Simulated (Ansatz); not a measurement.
Here is an unrelaxed guess for CdSe.

```cif
data_structure
_symmetry_space_group_name_H-M 'P 1'
_symmetry_Int_Tables_number 1
_cell_length_a 7.0467
_cell_length_b 7.0467
_cell_length_c 7.0467
_cell_angle_alpha 109.471
_cell_angle_beta 109.471
_cell_angle_gamma 109.471
_cell_volume 269.36
loop_
_atom_site_label
_atom_site_type_symbol
_atom_site_fract_x
_atom_site_fract_y
_atom_site_fract_z
_atom_site_occupancy
Cd1 Cd 0.31720 0.31720 0.31720 1
Cd2 Cd 0.00000 0.00000 0.68280 1
Cd3 Cd 0.00000 0.68280 0.00000 1
Cd4 Cd 0.68280 0.00000 0.00000 1
Se1 Se 0.68280 0.68280 0.68280 1
Se2 Se 0.00000 0.00000 0.31720 1
Se3 Se 0.00000 0.31720 0.00000 1
Se4 Se 0.31720 0.00000 0.00000 1
```

These are results of Ansatz, DFT PBE, scalar-relativistic, plane waves, PAW, not measurements. Cutoff 420 eV; k points 4×4×4 on the computed 8-atom cell (Γ-centred); Gaussian smearing, width 0.10 eV; no spin polarisation.

Energies over the elements count from the elements' standard structures at the same level, with no fitted energy shifts.

Problem. Estimate its pressure, forces and energy as it stands.

Solution. The pressure is 6.2 GPa (it wants to expand), the largest force is 1.68 eV/Å, and the energy is −0.42 eV/atom against the elements. The shortest distance is 2.58 Å.

Problem. Is it a good guess?

Solution. A fair one: relaxing gains about 0.10 eV/atom in 10 ionic steps and ends at −0.517 eV/atom on the finer mesh. The symmetry stays I-43m (No. 217). The volume per atom grows by 12.4 %, from 33.7 to 37.8 Å³. The shortest distance goes from 2.58 Å (Cd–Se) to 2.60 Å (Cd–Se). Conventional cell: a = 8.460 Å. Cd is surrounded by 4 Se at 2.60–2.73 Å; Se is surrounded by 4 Cd at 2.60–2.73 Å.

The last run used a 6×6×6 mesh for its 8-atom cell and Gaussian smearing of 0.02 eV. The reference form of Se is held partly by dispersion forces, which this level lacks. The relaxation can't lower the symmetry of the start, and the grade says only how near the guess is to its own end. Symmetry constrained the relaxation, so the result can be a saddle point.
